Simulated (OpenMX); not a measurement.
Fe in OpenMX: the effect of volume scale

Crystal: Fe.

```
CELL_PARAMETERS angstrom
-1.38280 1.38280 1.38280
1.38280 -1.38280 1.38280
1.38280 1.38280 -1.38280
ATOMIC_POSITIONS crystal
Fe 0.00000 0.00000 0.00000
```

Alike in all runs:

```yaml
Program: OpenMX 3.8.5
Task: single point
Functional: PBE
Potentials_or_basis: OpenMX 2013 PBE set, Fe6.0H-s3p2d2, grid cutoff 500 Ry
k_mesh: 9 × 9 × 9
Occupations: fermi-dirac, width 0.05 eV
Spin: collinear spin, ferromagnetic start
Starting_moments: "[3.0] μB"
```

Question: One run gave: pressure -15.6 GPa; moment 2.58 μB. Which volume scale did it use?
A. 1.04
B. 0.92
C. 1
D. 1.08
E. 0.96

Answer: D.

| volume scale | pressure (GPa) | moment (μB) |
| --- | --- | --- |
| 0.88 | 20.2 | 2.09 |
| 0.92 | 6.9 | 2.09 |
| 0.96 | -2.3 | 2.16 |
| 1 | -5.8 | 2.41 |
| 1.04 | -10.1 | 2.55 |
| 1.08 | -15.6 | 2.58 |

Caveats: the basis of atomic orbitals isn't converged, which shifts pressures, moduli and gaps.
